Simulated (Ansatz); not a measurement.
# Preparing Ga2O3 (C2/m) as a host crystal, part 2 of 2

Before any defect goes in: Ga2O3 (C2/m) at rest, and how it screens a charge.

Ansatz 0.2.0; plane-wave PAW DFT, PBEsol; relaxation of the host's cell and atoms; PAW set soft_1 (the session's first sound run).

So far. Step 3 (Dielectric tensors of the host): The principal values of the electronic dielectric tensor are 4.10, 4.20 and 4.21. The principal values of the static dielectric tensor are 10.87, 10.92 and 13.83.

## (4) Defect free supercell relaxed in its symmetry

This cell, the one that will hold the defects, is built from the relaxed host. Its coarser k-points can move the atoms a little, so it is relaxed from the symmetric sites, as the reference for the test of stability.

This step: plane-wave PAW DFT, PBEsol; relaxation of the defect-free supercell in its symmetry; PAW set soft_1 (Ansatz 0.2.0).

System of this step: Ga2O3 (C2/m). The cell holds 120 atoms: 48 Ga and 72 O. Cell: a = 12.278 Å, b = 9.142 Å, c = 11.621 Å, α = 90.0°, β = 103.7°, γ = 90.0°.

pristine.symmetric/input.yaml

```yaml
crystal:
  lattice:
    - [12.2779581966, 0.0, 0.0078688676]
    - [0.0, 9.1418946025, 0.0]
    - [-2.7604537593, 0.0, 11.2879152185]
  atoms:
    - { symbol: Ga, position: [0.3412764858, 0.0, 0.3427201886] }
    - { symbol: Ga, position: [0.8412764858, 0.1666666667, 0.3427201886] }
    - { symbol: Ga, position: [0.1587235142, 0.1666666667, 0.1572798114] }
    - { symbol: Ga, position: [0.6587235142, 0.0, 0.1572798114] }
    - { symbol: Ga, position: [0.4094922641, 0.1666666667, 0.1023013088] }
    - { symbol: Ga, position: [0.9094922641, 0.0, 0.1023013088] }
    - { symbol: Ga, position: [0.0905077359, 0.0, 0.3976986912] }
    - { symbol: Ga, position: [0.5905077359, 0.1666666667, 0.3976986912] }
    - { symbol: O, position: [0.0037884346, 0.1666666667, 0.3720424594] }
    - { symbol: O, position: [0.5037884346, 0.0, 0.3720424594] }
    - { symbol: O, position: [0.4962115654, 0.0, 0.1279575406] }
    - { symbol: O, position: [0.9962115654, 0.1666666667, 0.1279575406] }
    - { symbol: O, position: [0.3267873152, 0.1666666667, 0.2186196626] }
    - { symbol: O, position: [0.8267873152, 0.0, 0.2186196626] }
    - { symbol: O, position: [0.1732126848, 0.0, 0.2813803374] }
    - { symbol: O, position: [0.6732126848, 0.1666666667, 0.2813803374] }
    - { symbol: O, position: [0.1652740744, 0.0, 0.0547632684] }
    - { symbol: O, position: [0.6652740744, 0.1666666667, 0.0547632684] }
    - { symbol: O, position: [0.3347259256, 0.1666666667, 0.4452367316] }
    - { symbol: O, position: [0.8347259256, 0.0, 0.4452367316] }
    - { symbol: Ga, position: [0.3412764858, 0.0, 0.8427201886] }
    - { symbol: Ga, position: [0.8412764858, 0.1666666667, 0.8427201886] }
    - { symbol: Ga, position: [0.1587235142, 0.1666666667, 0.6572798114] }
    - { symbol: Ga, position: [0.6587235142, 0.0, 0.6572798114] }
    - { symbol: Ga, position: [0.4094922641, 0.1666666667, 0.6023013088] }
    - { symbol: Ga, position: [0.9094922641, 0.0, 0.6023013088] }
    - { symbol: Ga, position: [0.0905077359, 0.0, 0.8976986912] }
    - { symbol: Ga, position: [0.5905077359, 0.1666666667, 0.8976986912] }
    - { symbol: O, position: [0.0037884346, 0.1666666667, 0.8720424594] }
    - { symbol: O, position: [0.5037884346, 0.0, 0.8720424594] }
[... 84 atom lines left out ...]
    - { symbol: O, position: [0.1732126848, 0.6666666667, 0.7813803374] }
    - { symbol: O, position: [0.6732126848, 0.8333333333, 0.7813803374] }
    - { symbol: O, position: [0.1652740744, 0.6666666667, 0.5547632684] }
    - { symbol: O, position: [0.6652740744, 0.8333333333, 0.5547632684] }
    - { symbol: O, position: [0.3347259256, 0.8333333333, 0.9452367316] }
    - { symbol: O, position: [0.8347259256, 0.6666666667, 0.9452367316] }
basis:
  ecutwfc: 420
  xc_grid: 2
hamiltonian:
  xc: pbesol
  pseudopotentials: { kind: paw, azcp: { folder: soft_1 }, xc_functional: pbe }
kpoints:
  mp_grid: { grid: [1, 1, 1] }
scf:
  occupations: { method: fermi_dirac, width: 0.01 }
  max_iter: 100
  lower_state_search: "off"
output:
  forces: true
relax:
  f_tol: 0.015
  max_steps: 60
  escape_saddle: false
checkpoint:
  write: "../pristine.symmetric.run"
  compress: false
  write_wavefunctions: false
  write_every: 100000
```

Command:

```sh
$ ansatz run input.yaml --threads 32 --pin off --max-ram 84787MiB --backend cuda --events-out ev --progress --plain --runs-dir out --max-vram 78GiB
```

Numbers of over 12 decimals in the logs are rounded to 6 here.

The log of the run:

```text
[...]
device memory: the entry about to start is reckoned to put 4.4 GiB on a device that reports 174.7 GiB free (of which the cap on the GPU budget leaves the run 78.0 GiB)
GPU FFT provider: cuFFT
GPU libraries: cuBLAS 13.8.1, cuFFT 12.4.0, cuSOLVER 12.3.2
GPU matrix products: emulated (plane waves: as basis.precision tells), large ones in fixed point in workspaces of 1.00 GiB
Crystal: 120 atoms, lattice volume = 1267.197 Å³
Basis set: ecut = 420 eV, 24771 PW (Γ), exchange–correlation on 180×128×160 points (8 copies of the dense FFT grid, shifted against one another)
Bands: 648, of which v1, the nominal top of the filled ones, is band 528 counted from 1 (527 counted from 0)
Symmetry: 48 space group operations
[...]
k-points: 1
[...]
GPU buffer pool allocated for 460800 grid points (all kernels)
GPU transforms: local potential and band sums: pruned to the plane-wave sphere, on 81×64×80
[...]
SCF iter   1: F=—  HF=-220127.630838 eV  |Δ(HF+E_count)|=         —  Δρ=1.17e-1  dr2=7.86e1  Hψ=2210
[...]
SCF iter   9: F=-220100.603182 eV  HF=-220100.603182 eV  |Δ(HF+E_count)|=   1.80e-5  Δρ=8.74e-6  dr2=9.60e-7  Hψ=1927
SCF 1 converged in 9 iterations: F = -220100.603182 eV  dr2 = 9.60e-7
[...]
relax step   1: F+E_penalty+E_count = -220100.60318197 eV  Δ(F+E_penalty+E_count) = +0.000e0 eV  max|allowed force component| = 2.842e-2 eV/Å  Δτ_max = 0.0000 Å  (9 SCF iters, dr2 threshold 5.63e-6 eV, accepted)
[...]
relax step   2: F+E_penalty+E_count = -220100.60499395 eV  Δ(F+E_penalty+E_count) = -1.812e-3 eV  max|allowed force component| = 2.049e-2 eV/Å  Δτ_max = 0.0024 Å  (6 SCF iters, accepted)
SCF iter   1: F=—  HF=-220100.603318 eV  |Δ(HF+E_count)|=         —  Δρ=4.75e-4  dr2=9.72e-4  Hψ=1288
[...]
SCF iter   6: F=-220100.606466 eV  HF=-220100.606466 eV  |Δ(HF+E_count)|=   1.09e-7  Δρ=1.69e-6  dr2=3.66e-8  Hψ=2201
SCF 3 converged in 6 iterations: F = -220100.606466 eV  dr2 = 3.66e-8
relax step   3: F+E_penalty+E_count = -220100.60646636 eV  Δ(F+E_penalty+E_count) = -1.472e-3 eV  max|allowed force component| = 7.751e-3 eV/Å  Δτ_max = 0.0036 Å  (6 SCF iters, accepted)
SCF converged after 6 iterations
Free energy (F): -220100.606466 eV
[...]
Internal energy: -220100.606466 eV  (E = F + TS)
E sigma→0 (E₀):  -220100.606466 eV
Fermi energy:    9.027178 eV
[...]
--- Forces (eV/Å), atoms counted from 1 ---
  atom   1  Ga    -0.00775126    -0.00000000     0.00589304
  atom   2  Ga    -0.00775126    -0.00000000     0.00589304
  atom   3  Ga     0.00775126     0.00000000    -0.00589304
  atom   4  Ga     0.00775126     0.00000000    -0.00589304
  atom   5  Ga     0.00428118     0.00000000    -0.00049835
  atom   6  Ga     0.00428118     0.00000000    -0.00049835
  [... 114 more lines of this table ...]
  max |Σ_I F_I| component: 2.52e-17 eV/Å
--- Relaxed structure (3 steps of the walk, 3 accepted, 0 SCFs on fresh bases) ---
  F+E_penalty+E_count = -220100.60646636 eV   max|allowed force component| = 7.751e-3 eV/Å
  atoms:
    - { symbol: Ga, position: [0.341335, 0, 0.342704] }
    - { symbol: Ga, position: [0.841335, 0.166667, 0.342704] }
    - { symbol: Ga, position: [0.158665, 0.166667, 0.157296] }
    - { symbol: Ga, position: [0.658665, 0, 0.157296] }
    - { symbol: Ga, position: [0.409589, 0.166667, 0.102330] }
    - { symbol: Ga, position: [0.909589, 0, 0.102330] }
  [... 114 more lines of this table ...]
```

It took 2.8 s on 1 × NVIDIA GB200 with 32 threads of Arm Neoverse V2, shared host; peak memory 1.1 GiB; 9.2 s of CPU time.

Relaxation path:

```tsv
step	energy less that of the first step (eV)	largest force component (eV/Å)
1	0.0000	0.0284
2	-0.0018	0.0205
3	-0.0033	0.0078
```

Forces are held to the 48 operations that the run works with; a distortion that breaks them can't arise in this run.

## (5) Defect free supercell relaxed from displaced atoms

This step: plane-wave PAW DFT, PBEsol; relaxation of the defect-free supercell from random displacements, a test of the host's stability; PAW set soft_1 (Ansatz 0.2.0).

pristine.rattled/input.yaml, as its differences from pristine.symmetric/input.yaml of step 4:

```diff
@@ -59,6 +59,6 @@
   f_tol: 0.015
-  max_steps: 60
-  escape_saddle: false
+  max_steps: 120
+  random_displacement: { amplitude: 0.06, seed: 6263 }
 checkpoint:
-  write: "../pristine.symmetric.run"
+  write: "../pristine.rattled.run"
   compress: false
```

The log of the run:

```text
[...]
Crystal: 120 atoms, lattice volume = 1267.197 Å³
Basis set: ecut = 420 eV, 24771 PW (Γ), exchange–correlation on 180×128×160 points (8 copies of the dense FFT grid, shifted against one another)
Bands: 648, of which v1, the nominal top of the filled ones, is band 528 counted from 1 (527 counted from 0)
Symmetry: 1 space group operations
k-points: 1
[...]
SCF iter   1: F=—  HF=-220124.219507 eV  |Δ(HF+E_count)|=         —  Δρ=1.17e-1  dr2=7.92e1  Hψ=2029
[...]
SCF iter   2: F=—  HF=-220104.974404 eV  |Δ(HF+E_count)|=    1.92e1  Δρ=5.36e-2  dr2=1.91e1  Hψ=1209
[...]
SCF iter   9: F=-220097.070644 eV  HF=-220097.070644 eV  |Δ(HF+E_count)|=   1.84e-5  Δρ=8.50e-6  dr2=1.10e-6  Hψ=1898
SCF 1 converged in 9 iterations: F = -220097.070644 eV  dr2 = 1.10e-6
[...]
relax step   1: F+E_penalty+E_count = -220097.07064371 eV  Δ(F+E_penalty+E_count) = +0.000e0 eV  max|allowed force component| = 2.668e0 eV/Å  Δτ_max = 0.0000 Å  (9 SCF iters, dr2 threshold 5.63e-6 eV, accepted)
[...]
relax step   2: F+E_penalty+E_count = -220099.40072782 eV  Δ(F+E_penalty+E_count) = -2.330e0 eV  max|allowed force component| = 1.391e0 eV/Å  Δτ_max = 0.0581 Å  (7 SCF iters, dr2 threshold 1.00e-4 eV, accepted)
relax step   3: F+E_penalty+E_count = -220100.60538147 eV  Δ(F+E_penalty+E_count) = -1.205e0 eV  max|allowed force component| = 2.364e-2 eV/Å  Δτ_max = 0.0680 Å  (6 SCF iters, dr2 threshold 1.00e-4 eV, accepted)
relax step   4: F+E_penalty+E_count = -220100.60540191 eV  Δ(F+E_penalty+E_count) = -2.044e-5 eV  max|allowed force component| = 2.404e-2 eV/Å  Δτ_max = 0.0000 Å  (5 SCF iters, accepted)
[...]
SCF iter   1: F=—  HF=-220100.602546 eV  |Δ(HF+E_count)|=         —  Δρ=8.85e-4  dr2=3.07e-3  Hψ=1287
[...]
SCF iter   2: F=—  HF=-220100.601750 eV  |Δ(HF+E_count)|=   7.96e-4  Δρ=4.34e-4  dr2=7.45e-4  Hψ=986
[...]
SCF iter   7: F=-220100.606743 eV  HF=-220100.606743 eV  |Δ(HF+E_count)|=   2.03e-8  Δρ=8.75e-7  dr2=1.06e-8  Hψ=1708
SCF 5 converged in 7 iterations: F = -220100.606743 eV  dr2 = 1.06e-8
[...]
relax step   5: F+E_penalty+E_count = -220100.60674281 eV  Δ(F+E_penalty+E_count) = -1.341e-3 eV  max|allowed force component| = 1.768e-3 eV/Å  Δτ_max = 0.0055 Å  (7 SCF iters, accepted)
SCF converged after 7 iterations
Free energy (F): -220100.606743 eV
[...]
Internal energy: -220100.606743 eV  (E = F + TS)
E sigma→0 (E₀):  -220100.606743 eV
Fermi energy:    9.027281 eV
[...]
--- Forces (eV/Å), atoms counted from 1 ---
  atom   1  Ga    -0.00006328     0.00094774    -0.00063147
  atom   2  Ga     0.00098859    -0.00007739    -0.00070844
  atom   3  Ga    -0.00044256     0.00017026    -0.00003833
  atom   4  Ga     0.00023327    -0.00016025     0.00003529
  atom   5  Ga    -0.00053320    -0.00046233     0.00066694
  atom   6  Ga    -0.00070268    -0.00085189    -0.00088879
  [... 114 more lines of this table ...]
  max |Σ_I F_I| component: 4.39e-6 eV/Å
--- Relaxed structure (5 steps of the walk, 5 accepted, 0 SCFs on fresh bases) ---
  F+E_penalty+E_count = -220100.60674281 eV   max|allowed force component| = 1.768e-3 eV/Å
  atoms:
    - { symbol: Ga, position: [0.341341, 0.000655, 0.342831] }
    - { symbol: Ga, position: [0.841329, 0.167296, 0.342838] }
    - { symbol: Ga, position: [0.158884, 0.167331, 0.157214] }
    - { symbol: Ga, position: [0.658880, 0.000625, 0.157210] }
    - { symbol: Ga, position: [0.409800, 0.167299, 0.102429] }
    - { symbol: Ga, position: [0.909798, 0.000675, 0.102441] }
  [... 114 more lines of this table ...]
```

Wall time 4.1 s (1 × NVIDIA GB200 with 32 threads); peak memory 1.1 GiB.

The steps of the relaxation:

```tsv
step	energy less that of the first step (eV)	largest force component (eV/Å)
1	0.0000	2.6683
2	-2.3301	1.3912
3	-3.5347	0.0236
4	-3.5348	0.0240
5	-3.5361	0.0018
```

The relaxation ends 29 meV an atom lower than the displaced start, with a largest force component of 0.0018 eV/Å.

## (6) Host on a dense mesh

This step: plane-wave PAW DFT, PBEsol; single point of the defect-free host, a test of the k-point sampling; PAW set soft_1 (Ansatz 0.2.0).

System of this step: Ga2O3 (C2/m). It takes space group C2/m (No. 12, monoclinic). Conventional cell: a = 12.278 Å, b = 3.047 Å, c = 5.810 Å, α = 90.00°, β = 103.71°, γ = 90.00°. Nearest to Ga lie 6 O at 1.94 to 2.08 Å. Ga has 4 O at 1.84 to 1.87 Å nearest. Nearest to O lie 3 Ga at 1.84 to 1.94 Å. Nearest to O lie 4 Ga at 1.87 to 2.08 Å. Nearest to O lie 3 Ga at 1.84 to 1.95 Å. Farther neighbours and most contacts between anions are not listed.

dense/input.yaml

```yaml
crystal:
  lattice:
    - [6.1389790983, -1.5236491004, 0.0039344338]
    - [6.1389790983, 1.5236491004, 0.0039344338]
    - [-1.3802268796, 0.0, 5.6439576092]
  atoms:
    - { symbol: Ga, position: [0.3412764858, 0.3412764858, 0.6854403771] }
    - { symbol: Ga, position: [0.6587235142, 0.6587235142, 0.3145596229] }
    - { symbol: Ga, position: [0.9094922641, 0.9094922641, 0.2046026177] }
    - { symbol: Ga, position: [0.0905077359, 0.0905077359, 0.7953973823] }
    - { symbol: O, position: [0.5037884346, 0.5037884346, 0.7440849188] }
    - { symbol: O, position: [0.4962115654, 0.4962115654, 0.2559150812] }
    - { symbol: O, position: [0.8267873152, 0.8267873152, 0.4372393251] }
    - { symbol: O, position: [0.1732126848, 0.1732126848, 0.5627606749] }
    - { symbol: O, position: [0.1652740744, 0.1652740744, 0.1095265368] }
    - { symbol: O, position: [0.8347259256, 0.8347259256, 0.8904734632] }
basis:
  ecutwfc: 420
  xc_grid: 2
hamiltonian:
  xc: pbesol
  pseudopotentials: { kind: paw, azcp: { folder: soft_1 }, xc_functional: pbe }
kpoints:
  mp_grid: { grid: [9, 9, 5] }
scf:
  occupations: { method: fermi_dirac, width: 0.01 }
  max_iter: 100
  lower_state_search: "off"
checkpoint:
  write: "../dense.run"
  compress: false
  write_wavefunctions: false
  write_every: 100000
```

The log of the run:

```text
[...]
GPU FFT provider: cuFFT
GPU libraries: cuBLAS 13.8.1, cuFFT 12.4.0, cuSOLVER 12.3.2
[...]
Crystal: 10 atoms, lattice volume = 105.600 Å³
Basis set: ecut = 420 eV, 2045 PW (Γ), FFT grids on a1−a2, a2, a3, exchange–correlation on 48×90×80 points (8 copies of the dense FFT grid, shifted against one another)
Bands: 54, of which v1, the nominal top of the filled ones, is band 44 counted from 1 (43 counted from 0)
Symmetry: 4 space group operations
[...]
k-points: 115 of 405
[...]
GPU buffer pool allocated for 43200 grid points (all kernels)
[...]
SCF iter   1: F=—  HF=-18344.096142 eV  |Δ(HF+E_count)|=         —  Δρ=1.16e-1  dr2=6.45e0  Hψ=20814
[...]
SCF iter  10: F=-18341.867153 eV  HF=-18341.867153 eV  |Δ(HF+E_count)|=   1.37e-7  Δρ=5.32e-6  dr2=2.39e-8  Hψ=15445
SCF 1 converged in 10 iterations: F = -18341.867153 eV  dr2 = 2.39e-8
[...]
SCF converged after 10 iterations
Free energy (F): -18341.867153 eV
[...]
Internal energy: -18341.867153 eV  (E = F + TS)
E sigma→0 (E₀):  -18341.867153 eV
Fermi energy:    9.023346 eV
[...]
```

It took 1.9 s on 1 × NVIDIA GB200 with 32 threads; peak memory 1 GiB.

## (7) Defect free supercell at the zone centre

The supercell is run at the zone centre, to see how far that sampling misses the dense mesh.

System of this step: Ga2O3 (C2/m). The cell holds 120 atoms: 48 Ga and 72 O. Its edges and angles: a = 12.278 Å, b = 9.142 Å, c = 11.621 Å, α = 90.0°, β = 103.7°, γ = 90.0°.

pristine.sampling_gamma/input.yaml, as its differences from pristine.rattled/input.yaml of step 5:

```diff
@@ -55,10 +55,4 @@
   lower_state_search: "off"
-output:
-  forces: true
-relax:
-  f_tol: 0.015
-  max_steps: 120
-  random_displacement: { amplitude: 0.06, seed: 6263 }
 checkpoint:
-  write: "../pristine.rattled.run"
+  write: "../pristine.sampling_gamma.run"
   compress: false
```

The log of the run:

```text
[...]
GPU FFT provider: cuFFT
GPU libraries: cuBLAS 13.8.1, cuFFT 12.4.0, cuSOLVER 12.3.2
[...]
Crystal: 120 atoms, lattice volume = 1267.197 Å³
Basis set: ecut = 420 eV, 24771 PW (Γ), exchange–correlation on 180×128×160 points (8 copies of the dense FFT grid, shifted against one another)
Bands: 648, of which v1, the nominal top of the filled ones, is band 528 counted from 1 (527 counted from 0)
Symmetry: 48 space group operations
[...]
k-points: 1
[...]
GPU buffer pool allocated for 460800 grid points (all kernels)
[...]
SCF iter   1: F=—  HF=-220127.630838 eV  |Δ(HF+E_count)|=         —  Δρ=1.17e-1  dr2=7.86e1  Hψ=2210
[...]
SCF iter  10: F=-220100.603182 eV  HF=-220100.603182 eV  |Δ(HF+E_count)|=   5.29e-7  Δρ=2.03e-6  dr2=4.69e-8  Hψ=1599
SCF 1 converged in 10 iterations: F = -220100.603182 eV  dr2 = 4.69e-8
[...]
SCF converged after 10 iterations
Free energy (F): -220100.603182 eV
[...]
Internal energy: -220100.603182 eV  (E = F + TS)
E sigma→0 (E₀):  -220100.603182 eV
Fermi energy:    9.025698 eV
[...]
```

Elapsed: 2 s, on 1 × NVIDIA GB200 with 32 threads; peak memory 1.2 GiB; 3.6 s of CPU time.

## (8) Defect free supercell at the quarter point

The supercell is run at one point off the zone centre, to see how far that sampling misses the dense mesh.

pristine.sampling_quarter/input.yaml, as its differences from pristine.sampling_gamma/input.yaml of step 7:

```diff
@@ -50,3 +50,3 @@
 kpoints:
-  mp_grid: { grid: [1, 1, 1] }
+  mp_grid: { grid: [1, 1, 1], shift: [0.25, 0.25, 0.25] }
 scf:
@@ -56,3 +56,3 @@
 checkpoint:
-  write: "../pristine.sampling_gamma.run"
+  write: "../pristine.sampling_quarter.run"
   compress: false
```

The log of the run:

```text
[...]
GPU FFT provider: cuFFT
GPU libraries: cuBLAS 13.8.1, cuFFT 12.4.0, cuSOLVER 12.3.2
[...]
Crystal: 120 atoms, lattice volume = 1267.197 Å³
Basis set: ecut = 420 eV, 24771 PW (Γ), exchange–correlation on 180×128×160 points (8 copies of the dense FFT grid, shifted against one another)
Bands: 648, of which v1, the nominal top of the filled ones, is band 528 counted from 1 (527 counted from 0)
Symmetry: 24 space group operations
k-points: 1
[...]
GPU buffer pool allocated for 460800 grid points (all kernels)
[...]
SCF iter   1: F=—  HF=-220129.174819 eV  |Δ(HF+E_count)|=         —  Δρ=1.16e-1  dr2=7.74e1  Hψ=2168
[...]
SCF iter  10: F=-220102.434234 eV  HF=-220102.434234 eV  |Δ(HF+E_count)|=   4.55e-7  Δρ=1.60e-6  dr2=3.37e-8  Hψ=1600
SCF 1 converged in 10 iterations: F = -220102.434234 eV  dr2 = 3.37e-8
[...]
SCF converged after 10 iterations
Free energy (F): -220102.434234 eV
[...]
Internal energy: -220102.434234 eV  (E = F + TS)
E sigma→0 (E₀):  -220102.434234 eV
Fermi energy:    9.450311 eV
[...]
```

Wall time 2.8 s (1 × NVIDIA GB200 with 32 threads); peak memory 1.2 GiB.

## (9) Results

* primitive cell vectors, lengths: 6.325, 6.325, 5.810 Å
* electronic dielectric constant: principal values (4.10, 4.20, 4.21)
* static dielectric constant: principal values (10.87, 10.92, 13.83)
* gap on the k-mesh of the response run (PBEsol): 2.23 eV
* supercell relaxed in its symmetry less the displaced and relaxed one: 0.000 eV
* energy an atom at the zone centre alone less that on the dense mesh: 0.015 eV
* energy an atom at one point at (¼, ¼, ¼) less that on the dense mesh: 0.000 eV

In words: Step 4: From the first step to the last the energy fell by 0.003 eV, and the largest move was 0.006 Å (O19 and 23 other atoms alike). Step 5: The energy fell by 3.536 eV from the randomly displaced start; against the sites as typed, O120 ends farthest off, by 0.01 Å, once the mean shift is taken out. The displaced cell ends within 0.01 eV of the symmetric one relaxed in its symmetry, so no lower structure shows in this supercell. The k-mesh can miss the band edges, so this gap is an upper bound at this level. All at zero temperature.

[Logs are printed without paths, hosts, clocks, repeated set-up lines and the standing remarks that a program may print on its own settings, such as how far it seeks lower states.]

[Hosts, paths, dates, database ids (printed as entryN), source tags and the programs' standing remarks are cut or masked in the printed files.]

[Runs of the host that timed out are not shown.]

[For some hosts the program warned that the k-mesh of the response run may be too coarse for force constants and the static dielectric constant; such warnings are not always shown.]

[The program warned that the k-mesh of a response run behind this text may be too coarse: force constants, and the static dielectric constant and all else formed from them, are not shown converged.]
